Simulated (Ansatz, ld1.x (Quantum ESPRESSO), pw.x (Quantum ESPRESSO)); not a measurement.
What a changed setting does to a pw.x run (sc Mg)

Potential: PAW, ld1.x (Quantum ESPRESSO) 7.5, PBE; core [Ne], reference 3s2 3p0; waves: 3s (bound): rcut 2.00, rcutus 2.70 bohr; 3s channel at 0.8 Ry: rcut 2.00, rcutus 2.70 bohr; 3p (bound, empty): rcut 3.25, rcutus 3.90 bohr; 3p channel at 3.25 Ry: rcut 3.25, rcutus 3.90 bohr; 3d channel at 0.15 Ry: rcut 2.95, rcutus 4.10 bohr; local part: all-electron potential smoothed inside 2.10 bohr (lloc = -1); core correction: Bessel-smoothed model core, default radius (core density twice the valence density); augmentation: PSQ, inside the norm-conserving radii.

The reference run (k-mesh 11³, cutoffs 40/320 Ry, Fermi–Dirac 0.01 Ry, mixing_beta 0.4, conv_thr 1e-9, no spin) gives -0.43 GPa at 27.792 Å³/atom, where all-electron LAPW gives -0.17 GPa. This run, with its own iteration cap, changes diagonalization to rmm-davidson.

```
&control
  calculation='scf', prefix='x', pseudo_dir='./', outdir='./tmp', tstress=.true., disk_io='none'
/
&system
  ibrav=0, nat=1, ntyp=1, ecutwfc=40, ecutrho=320, nbnd=8,
  occupations='smearing', smearing='fd', degauss=0.01
/
&electrons
  conv_thr=1e-09, mixing_beta=0.4, electron_maxstep=60, diagonalization='rmm-davidson'
/
ATOMIC_SPECIES
Mg 1.0 Mg.UPF
CELL_PARAMETERS angstrom
  3.02905110 0.00000000 0.00000000
  0.00000000 3.02905110 0.00000000
  0.00000000 0.00000000 3.02905110
ATOMIC_POSITIONS crystal
Mg 0.0000 0.0000 0.0000
K_POINTS automatic
11 11 11 0 0 0
```

```bash
pw.x < Mg.scf.in > Mg.scf.out
```

Q: How does the run end?

A: It converges in 6 iterations; the free energy moves by +0.0 meV/atom and the pressure by +0.00 GPa. The result is that of the reference run.

```
Message from routine setup:
     using ibrav=0 with symmetry is DISCOURAGED, use correct ibrav instead
     lattice parameter (alat)  =       5.7241  a.u.
     unit-cell volume          =     187.5497 (a.u.)^3
     number of electrons       =         2.00
     number of Kohn-Sham states=            8
     kinetic-energy cutoff     =      40.0000  Ry
     charge density cutoff     =     320.0000  Ry
     scf convergence threshold =      1.0E-09
     Exchange-correlation= SLA  PW   PBX  PBC
     number of k points=    56  Fermi-Dirac smearing, width (Ry)=  0.0100
     iteration #  1     ecut=    40.00 Ry     beta= 0.40
     total energy              =     -33.59298177 Ry
     estimated scf accuracy    <       0.00337220 Ry
     iteration #  2     ecut=    40.00 Ry     beta= 0.40
     total energy              =     -33.59296356 Ry
     estimated scf accuracy    <       0.00111352 Ry
     iteration #  3     ecut=    40.00 Ry     beta= 0.40
     total energy              =     -33.59299296 Ry
     estimated scf accuracy    <       0.00000170 Ry
     iteration #  4     ecut=    40.00 Ry     beta= 0.40
     total energy              =     -33.59299294 Ry
     estimated scf accuracy    <       0.00000159 Ry
     iteration #  5     ecut=    40.00 Ry     beta= 0.40
     total energy              =     -33.59299297 Ry
     estimated scf accuracy    <          2.2E-09 Ry
     iteration #  6     ecut=    40.00 Ry     beta= 0.40
     the Fermi energy is     2.4247 ev
!    total energy              =     -33.59299298 Ry
     estimated scf accuracy    <          1.9E-10 Ry
     smearing contrib. (-TS)   =      -0.00189041 Ry
     convergence has been achieved in   6 iterations
          total   stress  (Ry/bohr**3)                   (kbar)     P=       -4.35
     Message from routine punch:
     Nothing written, as per user request (disk_io='none')
```

The run took about 4.4 s on one core of a shared host (Intel(R) Xeon(R) 6975P-C, 192 threads, 1512 GiB, load 65).
